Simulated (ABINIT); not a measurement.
**MnO: single point with PBE**

MnO:

```
CELL_PARAMETERS angstrom
2.96949 0.00000 0.00000
-1.48474 2.57165 0.00000
0.00000 0.00000 2.89807
ATOMIC_POSITIONS crystal
Mn 0.00000 0.00000 0.00000
O 0.66667 0.33333 0.50000
```

Measurements of this composition are mostly on another form, of space group No. 225.

```
Program             : ABINIT 10.8.3 (patched build)
Task                : single point
Functional          : PBE
Potentials or basis : JTH PAW PBE v2.0
Cutoff              : 707 eV
k mesh              : 10 × 10 × 9
Occupations         : fermi-dirac, width 0.05 eV
Spin                : collinear spin, ferromagnetic start
Starting moments    : [5.0, 0.0] μB
```

- Pressure: -1.4 GPa
- Band gap on the k mesh: none (metal or under the smearing width)
- Net moment: 4.75 μB per cell
- Site moments: Mn +4.17; O +0.19 μB
- Valence electrons inside the program's atomic spheres: Mn 13.01; O 4.51

Stress tensor (GPa, compression positive):
```
  4.02   0.00   0.00
  0.00   4.02   0.00
  0.00   0.00 -12.14
```

Levels at points of the mesh, in eV from the Fermi level:
Spin up:
```
           k point  band 11  band 12  band 13  band 14  band 15  band 16
(0.00, 0.00, 0.00)    -1.92    -0.92    -0.92    -0.50    13.16    14.74
(0.50, 0.00, 0.00)    -1.68    -1.61    -0.23     4.10     7.37    13.34
```
Spin down:
| k point | band 5 | band 6 | band 7 | band 8 | band 9 | band 10 | band 11 | band 12 |
| --- | --- | --- | --- | --- | --- | --- | --- | --- |
| (0.00, 0.00, 0.00) | -19.33 | -3.27 | -3.27 | -3.23 | -0.76 | 1.31 | 2.24 | 2.24 |
| (0.50, 0.00, 0.00) | -18.41 | -6.66 | -3.66 | -3.30 | -0.30 | 2.14 | 2.27 | 2.63 |

Run time: 100 s on 1 thread of Arm Neoverse V1, with other jobs on the host, peak memory 0.16 GiB.

Caveat: a cell with one magnetic atom can't hold antiferromagnetic order, which such compounds often take; semilocal functionals often make such compounds metallic where correlation or magnetic order opens a gap, which also shifts bond lengths. With open d or f shells a metallic result of PBE can be an artefact of self-interaction; +U or a hybrid may open a gap.
